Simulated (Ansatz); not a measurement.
The system is KF (Carobbiite).

```
K F
1.0
     0.00000    2.67185    2.67185
     2.67185    0.00000    2.67185
     2.67185    2.67185    0.00000
K F
1 1
Direct
  0.00000 0.00000 0.00000
  0.50000 0.50000 0.50000
```

Program: Ansatz 0.2.0. Alike in all runs: no spin polarisation; cell as given.

Question: Order these runs on this cell by their band gap on the k mesh, lowest first.
A. level r2SCAN+rVV10; potentials or basis Ansatz PAW; k mesh 9 × 9 × 9; cutoff (eV) 500; smearing gaussian 0.05 eV
B. level PBE0; potentials or basis Ansatz PAW; k mesh 6 × 6 × 6; cutoff (eV) 420; smearing fixed; level pbe0; run kind scf
C. level PBE; potentials or basis PseudoDojo standard (PBEsol files); k mesh 9 × 9 × 9; cutoff (eV) 1143; smearing fixed
D. level RPBE; potentials or basis Ansatz PAW; k mesh 9 × 9 × 9; cutoff (eV) 420; smearing gaussian 0.02 eV
E. level HSE06; potentials or basis Ansatz PAW; k mesh 6 × 6 × 6; cutoff (eV) 420; smearing fixed; level hse06; run kind scf

Answer: C (6.22 eV), D (6.51 eV), A (6.72 eV), E (8.18 eV), B (8.96 eV).

Caveats: odd divisions of the mesh miss points on the zone boundary, where band edges often lie, so the gap on the mesh can be too wide (some runs).

A k mesh can miss the band edges.

Not every run made on this cell is shown here.
